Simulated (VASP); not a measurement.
## Pt: relaxation of cell and atoms with PBEsol

The system is Pt.

```
Pt
1.0
     2.76067    0.00000    0.00000
    -1.38033    2.39081    0.00000
     0.00000    0.00000    4.79213
Pt
2
Direct
  0.33333 0.66667 0.25000
  0.66667 0.33333 0.75000
```

This isn't the form of Pt at room conditions, which is fcc.

- Program: VASP 6.6.1
- Task: relaxation of cell and atoms
- Functional: PBEsol
- Potentials or basis: VASP PAW PBE potentials, release 64 (Pt)
- Cutoff: 600 eV
- k mesh: 10 × 10 × 6
- Occupations: fermi-dirac, width 0.05 eV
- Spin: no spin polarisation
- Ladder: gaps
- Further INCAR settings: ALGO = Fast; EDIFF = 1e-07; IBRION = 2; EDIFFG = -0.02; NSW = 60; ISIF = 3

| Quantity | Value |
| --- | --- |
| Relaxed volume | 15.14 Å³/atom |
| Relaxed cell | a = 2.726 Å, b = 2.726 Å, c = 4.705 Å, α = 90.00°, β = 90.00°, γ = 120.00° |
| Space group after relaxing (to 0.05 Å) | P6_3/mmc (No. 194) |
| Energy gained by relaxing | 24.1 meV/atom |
| Ionic steps | 9 |
| Pressure after relaxing | 0.0 GPa |
| Band gap on the k mesh | none (metal or under the smearing width) |

Step by step:
```tsv
step	energy change (eV)	largest force (eV/Å)	pressure (GPa)	volume (Å³)
1	0.0000	0.0000	-10.90	31.63
2	0.3689	0.0000	45.19	26.95
3	-0.0477	0.0000	-0.60	30.35
4	-0.0478	0.0000	-0.07	30.30
5	-0.0478	0.0000	0.18	30.27
6	-0.0482	0.0000	0.19	30.26
7	-0.0483	0.0000	0.22	30.25
8	-0.0482	0.0000	-0.56	30.33
9	-0.0483	0.0000	0.01	30.27
```

Final structure:
```
Pt
1.0
     2.72577    0.00000    0.00000
    -1.36288    2.36059    0.00000
     0.00000    0.00000    4.70513
Pt
2
Cartesian
  0.0000 1.5737 1.1763
  1.3629 0.7869 3.5288
```

Levels at points of the mesh, in eV from the Fermi level:
```tsv
k point	band 8	band 9	band 10	band 11	band 12	band 13
(0.00, 0.00, 0.00)	-1.95	-1.95	-0.93	-0.21	-0.21	5.02
(0.50, 0.00, 0.00)	0.06	0.31	0.53	2.32	3.85	7.44
(0.00, 0.00, 0.50)	-3.66	-0.83	-0.83	-0.83	-0.83	12.30
(0.50, 0.00, 0.50)	-0.96	0.44	0.44	1.65	1.65	6.73
```

Wall time 86 s on 1 thread of Intel(R) Xeon(R) Platinum 8488C (Sapphire Rapids), with other jobs on the host, peak memory 0.18 GiB.

Caveat: the PAW data sets were made with another functional, which shifts forces and pressure a little. The run has no spin-orbit coupling, so splittings on Pt are missing.
